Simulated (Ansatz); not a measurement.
Te under changes of volume

One of the cells (33.925 Å³/atom); the others are scaled copies at fixed shape and fractional positions:

```xyz
3
Lattice="4.4540 0.0000 0.0000 -2.2270 3.8573 0.0000 0.0000 0.0000 5.9240" Properties=species:S:1:pos:R:3 pbc="T T T"
Te    1.6279    2.8197    0.0000
Te   -0.5991    1.0376    3.9493
Te    1.1981    0.0000    1.9747
```

```yaml
Program: Ansatz 0.2.0
Functional: PBE
Potentials_or_basis: Ansatz PAW
Cutoff: "420 eV (not typed: the program's choice for these potentials)"
k_mesh: 7 × 7 × 5
Occupations: fermi-dirac, width 0.05 eV
Spin: no spin polarisation
```

| volume (Å³/atom) | energy over the lowest point (meV/atom) | pressure (GPa) | gap on the mesh (eV) | largest force (eV/Å) |
| --- | --- | --- | --- | --- |
| 31.890 | 44.46 | 5.1 | 0.61 | 0.502 |
| 32.568 | 25.79 | 3.7 | 0.62 | 0.375 |
| 33.247 | 12.54 | 2.5 | 0.63 | 0.258 |
| 33.925 | 4.16 | 1.4 | 0.63 | 0.148 |
| 34.604 | ? | ? | ? | ? |
| 35.282 | 0.00 | -0.4 | 0.64 | 0.049 |
| 35.961 | 3.37 | -1.2 | 0.64 | 0.138 |

Question: What does the run at 34.604 Å³/atom give?

Answer: Energy over the lowest point 0.13 meV/atom; pressure 0.5 GPa; gap on the mesh 0.64 eV; largest force 0.046 eV/Å.

Worked out: A Birch-Murnaghan fit of order 3 (a polynomial in V^(-2/3)) to the other rows has its minimum at 34.96 Å³/atom with B0 = V·E''(V) = 45 GPa and B' = 4.7 at fixed shape and positions, which overstates the stiffness. It gives 0.13 meV/atom at 34.604 Å³/atom, against the run's 0.13, and -dE/dV = 0.5 GPa, against 0.5. A straight line through the other rows of the gap, of slope 0.24 eV per unit of ln V, gives 0.63 eV, against the run's 0.64.

Energies are extrapolated to zero smearing.

Caveats: odd divisions of the mesh miss points on the zone boundary, where band edges often lie, so the gap on the mesh can be too wide; spin-orbit coupling is left out, which moves the levels of the heavy elements.

A mesh can miss the band edges.
